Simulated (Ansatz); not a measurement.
Computed with Ansatz 0.2.0, DFT PBE, scalar-relativistic, plane waves, PAW. Settings: cutoff 420 eV, Γ-centred meshes spaced at most about 0.3 Å⁻¹, and about 0.25 Å⁻¹ or finer for metals (2π included), Gaussian smearing. No spin polarisation.

All energies are static (0 K, no zero-point motion).

Two forms of Mg₇Se were relaxed alike.

A.

```yaml
crystal:
  lattice:
    - [-3.83682, 3.83682, 3.09552]
    - [3.83682, -3.83682, 3.09552]
    - [3.83682, 3.83682, -3.09552]
  atoms:
    - { symbol: Mg, position: [0.50000, 0.00000, 0.00000] }
    - { symbol: Mg, position: [0.00000, 0.50000, 0.00000] }
    - { symbol: Mg, position: [0.00000, 0.00000, 0.50000] }
    - { symbol: Mg, position: [0.50000, 0.50000, 0.50000] }
    - { symbol: Mg, position: [0.50000, 0.00000, 0.50000] }
    - { symbol: Mg, position: [0.00000, 0.50000, 0.50000] }
    - { symbol: Mg, position: [0.50000, 0.50000, 0.00000] }
    - { symbol: Se, position: [0.00000, 0.00000, 0.00000] }
```

B.

```yaml
crystal:
  lattice:
    - [3.50383, 0.00000, 0.00000]
    - [-1.75192, 3.03441, 0.00000]
    - [0.00000, 0.00000, 18.22005]
  atoms:
    - { symbol: Mg, position: [0.33333, 0.66667, 0.36372] }
    - { symbol: Mg, position: [0.00000, 0.00000, 0.50000] }
    - { symbol: Mg, position: [0.66667, 0.33333, 0.63628] }
    - { symbol: Mg, position: [0.66667, 0.33333, 0.90626] }
    - { symbol: Mg, position: [0.00000, 0.00000, 0.77107] }
    - { symbol: Mg, position: [0.33333, 0.66667, 0.09374] }
    - { symbol: Mg, position: [0.00000, 0.00000, 0.22893] }
    - { symbol: Se, position: [0.00000, 0.00000, 0.00000] }
```

Question: Which is lower in energy, and by how much?

Answer: B is lower, by 48 meV/atom. A has space group I4/mmm (No. 139), 22.8 Å³/atom and no gap on its mesh; B has space group P-3m1 (No. 164), 24.2 Å³/atom and no gap. Counting Mg atoms around Se (those within 1.25 times the shortest such distance or 1.15 times the sum of covalent radii; a plus sign parts nearer from farther groups; the shortest distance is added where it is long for a bond), A has Se 10+4 from 3.1 Å and B has Se 6. The lower one is the more open, so pressure narrows the difference. In A, around Mg on a site of symmetry 2/m lie 8 Mg at 3.10–3.12 Å, 2 Se at 3.12 Å and 4 Mg at 3.84 Å; around Mg on a site of symmetry mmm lie 10 Mg at 3.10–3.12 Å, 2 Mg at 3.84 Å and 2 Se at 3.84 Å; Se is surrounded by 10 Mg at 3.10–3.12 Å and 4 Mg at 3.84 Å; 1 more site not described. In B, around Mg on a site of symmetry 3m lie 6 Mg at 3.18–3.20 Å and 6 Mg at 3.50 Å; Mg on a site of symmetry -3m has 6 Mg at 3.20 Å and 6 Mg at 3.50 Å; Se has 6 Mg at 2.65 Å; 2 more sites not described. Both come from invented guesses. The lowest form computed isn't among them: it has space group Fm-3m (No. 225), 22.3 Å³/atom and lies 14 meV/atom below the best shown.

Cells relaxed within their symmetry can be saddle points. Some candidate types were left out of the draw beforehand, so a known form may be missing.
